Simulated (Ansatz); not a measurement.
I need a Hubbard U by linear response of Cu₃N, space group Pm-3m. Use the Python package of Ansatz (0.2.0). Level of theory: PBEsol, PAW, cutoff 450 eV, Gaussian smearing of 0.1 eV.

```
Cu N
1.0
     3.80700    0.00000    0.00000
     0.00000    3.80700    0.00000
     0.00000    0.00000    3.80700
Cu N
3 1
Direct
  0.50000 0.00000 0.00000
  0.00000 0.50000 0.00000
  0.00000 0.00000 0.50000
  0.00000 0.00000 0.00000
```

The script, `lr_u_cu3n.py`:
```python
# -*- coding: utf-8 -*-
'''Let the engine compute U for Cu3N.'''

import ansatz
from ase import Atoms

atoms = Atoms(
    ['Cu', 'Cu', 'Cu', 'N'],
    scaled_positions=[
        [0.5, 0.0, 0.0],
        [0.0, 0.5, 0.0],
        [0.0, 0.0, 0.5],
        [0.0, 0.0, 0.0],
    ],
    cell=[
        [3.807, 0.0, 0.0],
        [0.0, 3.807, 0.0],
        [0.0, 0.0, 3.807],
    ],
    pbc=True,
)
xtal = ansatz.Crystal.from_ase(atoms)

base = (
    xtal.calculation()
    .functional('pbesol')
    .basis(450)
    .kpoints(spacing=0.36)
    .occupations('gaussian')
    .scf(tolerance=1e-07)
    .hubbard('Cu', 'd', u_eff='linear-response')
    .hubbard_response(amplitude=0.025)
    .band_table()
)
# within one cell the perturbed atoms see their images, so U is that of this cell
found = []


def keep(event):
    if event['event'] == 'lr_u_result':
        found.append(event['data'])


outcome = base.session().plan().execute(on_event=keep)
report = outcome.report
for orbit in found[-1]['orbits']:
    print(f'sites {orbit["sites"]}: n0 = {orbit["n0"]:.3f}, chi0 = {orbit["chi0_per_ev"]:.4f}/eV, chi = {orbit["chi_per_ev"]:.4f}/eV, U = {orbit["u_ev"]:.2f} eV')
print('cycles:', found[-1]['n_cycles'], ' band edges:', report.get('band_edges_ev'))
```

```console
$ python lr_u_cu3n.py
sites [0, 1, 2]: n0 = 9.695, chi0 = -0.0872/eV, chi = -0.0460/eV, U = 10.25 eV
cycles: 1  band edges: [9.24144499886156, 11.238379925265855]
```

Reading the output:
- Spin is left out of this run.
- Of the deposited cell: the entry's cell lengths or inner coordinates differ somewhat from later room-temperature determinations.
- The starting cell is as deposited in a crystallographic database; the results hold for this polymorph, which needn't be the stable one.
- Levels are Kohn-Sham eigenvalues on this mesh.
- The computed U depends on the projectors, on the cell (the perturbed atoms see their images) and on the spin treatment typed in the script; a run with no .spin step is spin-unpolarised.
- Run time: 7.3 s on 1 thread of Intel(R) Xeon(R) 6975P-C (Granite Rapids) (shared host), peak memory 0.44 GiB.

(A comment or docstring line of the script was reworded after the run, the code is as it ran; lines on the test bed's own set-up are left out of the output.)
